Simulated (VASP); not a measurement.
Given:

```
Li3N
1.0
    1.82500    -3.16099     0.00000
    1.82500     3.16099     0.00000
    0.00000     0.00000     3.87000
Li N
3 1
Direct
  0.33333   0.66667   0.00000
  0.66667   0.33333   0.00000
  0.00000   0.00000   0.50000
  0.00000   0.00000   0.00000
```

Calculation: PBEsol GGA, VASP's PBE PAW potentials (set 64) (plane waves; VASP). Run with 520 eV cut-off, 6×6×5 Γ-centred mesh, Gaussian smearing of 0.050 eV, potentials Li_sv N.

Task: Give the stress tensor in GPa (positive for a compressed cell).

Result: 
```
-1.73   0.00   0.00
 0.00  -1.73   0.00
 0.00   0.00  -0.95
```
The pressure is its mean diagonal, -1.47 GPa.

The compound is Li3N in the alpha structure. The cell was not relaxed at this level. The run is one of a series of settings (GGA = PS against the base run), some of them coarse on purpose.
